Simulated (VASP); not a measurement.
The system is BN.

```
B N
1.0
     2.54169    0.00000    0.00000
    -1.27085    2.20117    0.00000
     0.00000    0.00000    4.20415
B N
2 2
Direct
  0.66667 0.33333 0.99972
  0.33333 0.66667 0.49972
  0.66667 0.33333 0.62528
  0.33333 0.66667 0.12528
```

Measurements of this composition are mostly on another form, of space group No. 194.

Base run:

* Program: VASP 6.6.1
* Functional: TB-mBJ
* Potentials or basis: VASP PAW PBE potentials, release 64 (B, N)
* Cutoff: 520 eV
* k mesh: 12 × 12 × 6
* Occupations: gaussian, width 0.02 eV
* Spin: no spin polarisation

Its results: band gap on the k mesh 6.69 eV, indirect (least direct gap 9.67 eV).

**Question.** The run is repeated on the same cell with these changes: functional from TB-mBJ to r2SCAN. What comes out?

**Answer.** Band gap on the k mesh 5.70 eV, indirect (least direct gap 8.99 eV).

Not every run made on this cell is shown here.
